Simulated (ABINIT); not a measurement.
Planning a run of ABINIT 10.8.3 on BeS (F-43m). The input:

```
acell 3*1.0 Angstrom
rprim 
  0.000000000000 2.425000000000 2.425000000000
  2.425000000000 -0.000000000000 2.425000000000
  2.425000000000 2.425000000000 -0.000000000000
ntypat 2
znucl 4 16
natom 2
typat 1 2
xred 
  0.000000000000 0.000000000000 0.000000000000
  0.250000000000 0.250000000000 0.250000000000
pp_dirpath "pseudos"
pseudos "Be.upf, S.upf"
ecut 38
ngkpt 4 4 4
nshiftk 1
shiftk 0 0 0
kptopt 1
chksymbreak 0
irdden 1
istwfk *1
nband 98
prtvol 0
optdriver 6
gwr_task "HDIAGO"
paral_kgb 0
occopt 1
indata_prefix "in"
outdata_prefix "out"
tmpdata_prefix "tmp"
```

The database entry behind the starting cell differs from later determinations by our own check (0.1 to 0.3 % short, probably kX units), so it need not match the best structure at ambient conditions.

```sh
OMP_NUM_THREADS=1 mpirun -n 4 abinit run.abi > log
```

Estimate wall time and host memory on 4 MPI ranks of Arm Neoverse V1, shared host.

It took 18 s; on shared hardware allow 9.1 s to 36 s. Peak host memory was 1.2 GiB.

[Paths, hosts, dates, memory and timing lines, banners, echoed tables and standing remarks are left out of the program output.]

[Logs are printed without paths, hosts, clocks, repeated set-up lines and the standing remarks that a program may print on its own settings, such as how far it seeks lower states.]

[Runs of the session that timed out or met a known fault of the program may be left out.]

[Hosts, paths, dates, database ids (printed as entryN), source tags and the programs' standing remarks are cut or masked in the printed files.]

[G0W0 gaps are taken among the corrected bands and points alone; a level outside them can change the order at an edge.]

[Where Ansatz stands beside ABINIT at settings called matched, ABINIT's density can come from a denser mesh and the files from another edition; pairs whose starting gaps differed by over 0.03 eV were left out, so agreement reads better than it is.]
